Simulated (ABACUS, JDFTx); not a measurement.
One calculation of SnO, 3 ways

```
Sn O
1.0
     3.81370    0.00000    0.00000
     0.00000    3.81370    0.00000
     0.00000    0.00000    4.88691
Sn O
2 2
Direct
  0.50000 0.00000 0.76463
  0.00000 0.50000 0.23537
  0.00000 0.00000 0.00000
  0.50000 0.50000 0.00000
```

The cell is a database's computed one, not the measured one.

Alike in all runs: task single point; functional LDA; k mesh 6 × 6 × 5; occupations fermi-dirac, width 0.05 eV; no spin polarisation; no spin-orbit coupling. LDA stands for any of its common fits. Pressure is positive in compression and, in plane waves, holds the error of the finite cutoff.

| program and potentials | plane-wave cutoff (eV) | notes | pressure (GPa) | largest force (eV/Å) |
| --- | --- | --- | --- | --- |
| ABACUS, PseudoDojo NC SR 0.4.1 LDA standard, plane waves | 1143 | - | -3.00 | 0.177 |
| ABACUS, GBRV ultrasoft 1.5 LDA, plane waves | 544 | - | -3.14 | 0.179 |
| JDFTx, PseudoDojo-SR-LDA-0.4.1-standard with smoothed tails | 1143 | - | -3.05 | 0.191 |

Force on atom 1 (Sn), eV/Å:

```
                                     program and potentials      x      y      z
   ABACUS, PseudoDojo NC SR 0.4.1 LDA standard, plane waves  0.000  0.000  0.177
                ABACUS, GBRV ultrasoft 1.5 LDA, plane waves  0.000  0.000  0.179
JDFTx, PseudoDojo-SR-LDA-0.4.1-standard with smoothed tails  0.000  0.000  0.191
```

The pressure spans -3.14 (ABACUS, GBRV ultrasoft 1.5 LDA, plane waves) to -3.00 GPa (ABACUS, PseudoDojo NC SR 0.4.1 LDA standard, plane waves).

The functional is the same throughout but for its coding, so the spread measures potentials, basis and numerics; runs on potential files found faulty are left out.
